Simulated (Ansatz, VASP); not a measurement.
# Cross-check of PtSe2 between VASP and Ansatz, part 2 of 2

Aim: how closely do two programs agree when they are given the same cell, functional and k mesh? The structure shown is the start of the Ansatz relaxation below; VASP solves that cell, so the two are compared at the walk's first step.

VASP 6.6.1 and Ansatz 0.2.0.

So far. Step 4 (Side by side): The forces differ by 0.2 meV/Å r.m.s., which is 0.1 % of the r.m.s. force of 0.276 eV/Å (both taken over all components). With vacuum in the cell, a pressure given here is an average over mostly empty space and none of the material.

### 6. VASP: single point, PBE with D3(BJ), start cell, pair 2

Level of this step: PBE with D3(BJ); plane waves and PAW (Se, Pt) (VASP).

The same cell, functional, mesh and smearing now go to VASP, with its own data sets.

Input file INCAR:

```
SYSTEM = PtSe2
PREC = Accurate
ENCUT = 400
EDIFF = 1E-06
NELM = 120
ISMEAR = -1
SIGMA = 0.02
LREAL = .FALSE.
ALGO = Normal
GGA = PE
IVDW = 12
NBANDS = 28
LASPH = .TRUE.
LORBIT = 11
LWAVE = .FALSE.
LCHARG = .FALSE.
ISIF = 2
LDIPOL = .TRUE.
IDIPOL = 3
DIPOL = 0.5 0.5 0.5
LVHAR = .TRUE.
GGA_COMPAT = .FALSE.
EFERMI = MIDGAP
NELMDL = -8
KPAR = 2
```

Input file POSCAR:

```
PtSe2
1.0
    3.7240000000      0.0000000000      0.0000000000
   -1.8620000000      3.2250790000      0.0000000000
    0.0000000000      0.0000000000     42.4000000000
Se Pt
4 2
Direct
    0.6666666667      0.3333333333      0.4104599057
    0.3333333333      0.6666666667      0.4701533019
    0.6666666667      0.3333333333      0.5298466981
    0.3333333333      0.6666666667      0.5895400943
    0.0000000000      0.0000000000      0.4403066038
    0.0000000000      0.0000000000      0.5596933962
```

Input file KPOINTS:

```
Automatic mesh
0
Gamma
6 6 1
0 0 0
```

PAW data sets: Se and Pt (PBE family, release 64).

Started as:

```sh
> mpirun -np 2 vasp_std
```

Numbers of over 12 decimals in the logs are rounded to 6 here.

Log:

```text
[banner, memory and clock lines left out]
running    2 mpi-ranks, on    1 nodes
[...]
LDA part: xc-table for (Slater+PW92), standard interpolation
 POSCAR, INCAR and KPOINTS ok, starting setup
[...]
entering main loop
       N       E                     dE             d eps       ncg     rms          rms(c)
DAV:   1     0.340165607631E+03    0.34017E+03   -0.12868E+04   400   0.939E+02
DAV:   2     0.135025735349E+02   -0.32666E+03   -0.31799E+03   628   0.197E+02
DAV:   3    -0.292228685473E+02   -0.42725E+02   -0.42267E+02   496   0.825E+01
DAV:   4    -0.300829709150E+02   -0.86010E+00   -0.85377E+00   484   0.135E+01
[...]
DAV:  26    -0.284573372640E+02   -0.18840E-05   -0.21453E-07   268   0.223E-03    0.413E-03
DAV:  27    -0.284573383829E+02   -0.11188E-05   -0.19101E-07   252   0.175E-03    0.841E-04
DAV:  28    -0.284573390017E+02   -0.61884E-06   -0.16421E-07   248   0.161E-03
   1 F= -.30755279E+02 E0= -.30755279E+02  d E =-.186895E-09
```

From OUTCAR (step 6):

```text
 Edisp (eV)   -2.29794

  Total       2.46743     2.46743     2.30156     0.00000     0.00000     0.00000
  in kB       7.76318     7.76319     7.24129     0.00000     0.00000     0.00000
  external pressure =        7.59 kB  Pullay stress =        0.00 kB

 POSITION                                       TOTAL-FORCE (eV/Angst)
 -----------------------------------------------------------------------------------
      1.86200      1.07503     17.40350         0.000000     -0.000000     -0.680949
     -0.00000      2.15005     19.93450        -0.000000     -0.000000      0.521146
      1.86200      1.07503     22.46550         0.000000      0.000000     -0.521146
     -0.00000      2.15005     24.99650        -0.000000     -0.000000      0.680949
      0.00000      0.00000     18.66900        -0.000000     -0.000000      0.295287
      0.00000      0.00000     23.73100        -0.000000     -0.000000     -0.295287
 -----------------------------------------------------------------------------------
    total drift:                                0.000000      0.000000      0.000000

  FREE ENERGIE OF THE ION-ELECTRON SYSTEM (eV)
  ---------------------------------------------------
  free  energy   TOTEN  =       -30.7552785880 eV

  energy  without entropy=      -30.7552785878  energy(sigma->0) =      -30.75527859

[... 3 further parts left out ...]
[key lines of the parts left out:]
E-fermi :  -2.0229
```

### 7. Differences

What differs besides the data sets and the points named for the pairs above, as far as they apply: the data sets hold 100 valence electrons in Ansatz (on its default PAW (the set named soft_2) files) and 44 in VASP. Total energies have different zeros and are not compared.

Forces (eV/Å; atoms numbered as in POSCAR):

```
atom        Ansatz x, y, z          VASP x, y, z
 Se1  0.000, 0.000, -0.679  0.000, 0.000, -0.681
 Se2   0.000, 0.000, 0.516   0.000, 0.000, 0.521
 Se3  0.000, 0.000, -0.516  0.000, 0.000, -0.521
 Se4   0.000, 0.000, 0.679   0.000, 0.000, 0.681
 Pt5   0.000, 0.000, 0.296   0.000, 0.000, 0.295
 Pt6  0.000, 0.000, -0.296  0.000, 0.000, -0.295
```

The forces differ by 1.9 meV/Å r.m.s., which is 0.6 % of the r.m.s. force of 0.302 eV/Å (both taken over all components). With vacuum in the cell, a pressure given here is an average over mostly empty space and none of the material.

### 8. Ansatz: relaxation, PBE with D3(BJ)

The two programs are compared at the cell with which this relaxation starts, whose forces are those of its first step. This pair takes another cell of the material, with 9 atoms against 6 for the pair before.

The structure compared here is the start of the Ansatz relaxation; VASP solves that cell, so the two are compared at the walk's first step.

Input file input.yaml:

```yaml
crystal:
  lattice:
    - [3.724, 0.0, 0.0]
    - [-1.862, 3.2250786037, 0.0]
    - [0.0, 0.0, 52.5]
  atoms:
    - { symbol: Se, position: [0.66666667, 0.33333333, 0.3794761932] }
    - { symbol: Pt, position: [0.0, 0.0, 0.4035809562] }
    - { symbol: Se, position: [0.33333333, 0.66666667, 0.427685711] }
    - { symbol: Se, position: [0.66666667, 0.33333333, 0.475895237] }
    - { symbol: Pt, position: [0.0, 0.0, 0.5] }
    - { symbol: Se, position: [0.33333333, 0.66666667, 0.524104763] }
    - { symbol: Se, position: [0.66666667, 0.33333333, 0.572314289] }
    - { symbol: Pt, position: [0.0, 0.0, 0.5964190438] }
    - { symbol: Se, position: [0.33333333, 0.66666667, 0.6205238068] }
  periodic: [true, true, false]
kpoints:
  mp_grid: { grid: [6, 6, 1] }
hamiltonian:
  xc: pbe
  dispersion: d3bj
scf:
  occupations: { method: fermi_dirac, width: 0.02 }
relax:
  f_tol: 0.01
  max_steps: 100
  cell: {}
```

Started as:

```sh
> ansatz run input.yaml --threads 3 --pin off --max-ram 92160MiB --backend cuda --events-out ev --progress --plain --runs-dir out --devices 1 --max-vram 13GiB
```

Log:

```text
GPUs: using 1 of 1 available (devices: 1).
[...]
GPU FFT provider: cuFFT
GPU libraries: cuBLAS 13.8.2, cuFFT 12.4.0, cuSOLVER 12.3.4
Crystal: 9 atoms, lattice volume = 630.535 Å³
Basis set: ecut = 420 eV, 12403 PW (Γ), exchange–correlation on 50×50×720 points (8 copies of the dense FFT grid, shifted against one another)
[...]
- { symbol: Pt, position: [5.1126084620822925e-18, 0, 0.406410] }
    - { symbol: Se, position: [0.333333, 0.666667, 0.430863] }
    - { symbol: Se, position: [0.666667, 0.333333, 0.475397] }
    - { symbol: Pt, position: [0, 0, 0.500000] }
    - { symbol: Se, position: [0.333333, 0.666667, 0.524603] }
    - { symbol: Se, position: [0.666667, 0.333333, 0.569137] }
    - { symbol: Pt, position: [-5.112608462082291e-18, 0, 0.593590] }
    - { symbol: Se, position: [0.333333, 0.666667, 0.618686] }
[key lines of the parts left out:]
SCF converged after 9 iterations
Free energy (F): -70390.648880 eV
Fermi energy:    -4.618711 eV
P = ½ c Tr σ = 0.0275 N/m
```

### 9. VASP: single point, PBE with D3(BJ), start cell, pair 3

The same cell, functional, mesh and smearing now go to VASP, with its own data sets.

Changes to INCAR since step 6:

```diff
@@ -11,3 +11,3 @@
 IVDW = 12
-NBANDS = 28
+NBANDS = 42
 LASPH = .TRUE.
@@ -22,3 +22,2 @@
 GGA_COMPAT = .FALSE.
-EFERMI = MIDGAP
 NELMDL = -8
```

Input file POSCAR:

```
PtSe2
1.0
    3.7240000000      0.0000000000      0.0000000000
   -1.8620000000      3.2250790000      0.0000000000
    0.0000000000      0.0000000000     52.5000000000
Se Pt
6 3
Direct
    0.6666666667      0.3333333333      0.3794761905
    0.3333333333      0.6666666667      0.4276857143
    0.6666666667      0.3333333333      0.4758952381
    0.3333333333      0.6666666667      0.5241047619
    0.6666666667      0.3333333333      0.5723142857
    0.3333333333      0.6666666667      0.6205238095
    0.0000000000      0.0000000000      0.4035809524
    0.0000000000      0.0000000000      0.5000000000
    0.0000000000      0.0000000000      0.5964190476
```

KPOINTS is that of step 6.

Started as:

```sh
> mpirun -np 2 vasp_std
```

Log:

```text
[banner, memory and clock lines left out]
running    2 mpi-ranks, on    1 nodes
[...]
LDA part: xc-table for (Slater+PW92), standard interpolation
|                                                                             |
|           W    W    AA    RRRRR   N    N  II  N    N   GGGG   !!!           |
|           W    W   A  A   R    R  NN   N  II  NN   N  G    G  !!!           |
|           W    W  A    A  R    R  N N  N  II  N N  N  G       !!!           |
|           W WW W  AAAAAA  RRRRR   N  N N  II  N  N N  G  GGG   !            |
|           WW  WW  A    A  R   R   N   NN  II  N   NN  G    G                |
|           W    W  A    A  R    R  N    N  II  N    N   GGGG   !!!           |
|                                                                             |
|     One of the lattice vectors is very long (>50 A), but AMIN is rather     |
|     large. This can spoil convergence since charge sloshing might occur     |
|     along the long lattice vector. If problems with convergence are         |
|     observed, try to decrease AMIN to a smaller value (e.g. 0.01).          |
|     Note: This warning only applies if the self-consistency cycle is        |
|     used.                                                                   |
|                                                                             |

 POSCAR, INCAR and KPOINTS ok, starting setup
[...]
entering main loop
       N       E                     dE             d eps       ncg     rms          rms(c)
DAV:   1     0.510777696875E+03    0.51078E+03   -0.20245E+04   588   0.974E+02
DAV:   2     0.213838114354E+02   -0.48939E+03   -0.46542E+03   862   0.206E+02
DAV:   3    -0.432287762256E+02   -0.64613E+02   -0.63444E+02   702   0.843E+01
DAV:   4    -0.450289335808E+02   -0.18002E+01   -0.17763E+01   736   0.155E+01
[...]
DAV:  25    -0.426358596674E+02   -0.29776E-05   -0.30883E-07   412   0.153E-03    0.384E-04
DAV:  26    -0.426358610958E+02   -0.14284E-05   -0.84938E-08   430   0.873E-04    0.371E-04
DAV:  27    -0.426358620631E+02   -0.96721E-06   -0.35674E-08   416   0.458E-04
   1 F= -.46359041E+02 E0= -.46359036E+02  d E =-.971259E-05
```

From OUTCAR (step 9):

```text
 Edisp (eV)   -3.72318

  Total       3.98676     3.98677     3.27415    -0.00000     0.00000    -0.00000
  in kB      10.13029    10.13029     8.31955    -0.00000     0.00000    -0.00000
  external pressure =        9.53 kB  Pullay stress =        0.00 kB

 POSITION                                       TOTAL-FORCE (eV/Angst)
 -----------------------------------------------------------------------------------
      1.86200      1.07503     19.92250         0.000000     -0.000000     -0.682820
     -0.00000      2.15005     22.45350        -0.000000      0.000000      0.500734
      1.86200      1.07503     24.98450         0.000000     -0.000000     -0.551399
     -0.00000      2.15005     27.51550        -0.000000      0.000000      0.551399
      1.86200      1.07503     30.04650         0.000000     -0.000000     -0.500734
     -0.00000      2.15005     32.57750        -0.000000      0.000000      0.682820
      0.00000      0.00000     21.18800        -0.000000      0.000000      0.284581
      0.00000      0.00000     26.25000        -0.000000      0.000000      0.000000
      0.00000      0.00000     31.31200        -0.000000      0.000000     -0.284581
 -----------------------------------------------------------------------------------
    total drift:                                0.000000      0.000000     -0.000000

  FREE ENERGIE OF THE ION-ELECTRON SYSTEM (eV)
  ---------------------------------------------------
  free  energy   TOTEN  =       -46.3590409529 eV

  energy  without entropy=      -46.3590312403  energy(sigma->0) =      -46.35903610

[... 3 further parts left out ...]
[key lines of the parts left out:]
E-fermi :  -1.3944
```

### 10. Differences

What differs besides the data sets and the points named for the pairs above, as far as they apply: the data sets hold 150 valence electrons in Ansatz (on its default PAW (the set named soft_2) files) and 66 in VASP. Total energies have different zeros and are not compared.

Forces (eV/Å; atoms numbered as in POSCAR):

```
atom        Ansatz x, y, z          VASP x, y, z
 Se1  0.000, 0.000, -0.681  0.000, 0.000, -0.683
 Se2   0.000, 0.000, 0.496   0.000, 0.000, 0.501
 Se3  0.000, 0.000, -0.546  0.000, 0.000, -0.551
 Se4   0.000, 0.000, 0.546   0.000, 0.000, 0.551
 Se5  0.000, 0.000, -0.496  0.000, 0.000, -0.501
 Se6   0.000, 0.000, 0.681   0.000, 0.000, 0.683
 Pt7   0.000, 0.000, 0.285   0.000, 0.000, 0.285
 Pt8   0.000, 0.000, 0.000   0.000, 0.000, 0.000
 Pt9  0.000, 0.000, -0.285  0.000, 0.000, -0.285
```

The forces differ by 1.9 meV/Å r.m.s., which is 0.7 % of the r.m.s. force of 0.286 eV/Å (both taken over all components). With vacuum in the cell, a pressure given here is an average over mostly empty space and none of the material.

### 11. Outcome

```yaml
r_m_s_force_difference_single_point_pbe_with_d3_bj_start_cell_pair_1: 0.087 % of the r.m.s. force
r_m_s_force_difference_single_point_pbe_with_d3_bj_start_cell_pair_2: 0.62 % of the r.m.s. force
r_m_s_force_difference_single_point_pbe_with_d3_bj_start_cell_pair_3: 0.68 % of the r.m.s. force
```

The r.m.s. force difference is 0.68 % of the r.m.s. force (single point, PBE with D3(BJ), start cell, pair 3), within the 3 % picked in this series as the mark of a large difference. The data sets hold unlike numbers of valence electrons (50 in Ansatz and 22 in VASP, 100 in Ansatz and 44 in VASP and 150 in Ansatz and 66 in VASP), so part of the differences comes from the potentials. 3 further runs of this series are not shown here. How closely two codes agree says nothing of how well the functional describes the real material.

[Lines on the potential files, build, host, timing and source positions are cut from VASP's logs without a mark.]

[Logs are printed without paths, hosts, clocks, repeated set-up lines and the standing remarks that a program may print on its own settings, such as how far it seeks lower states.]

[Hosts, paths, dates, database ids (printed as entryN), source tags and the programs' standing remarks are cut or masked in the printed files.]
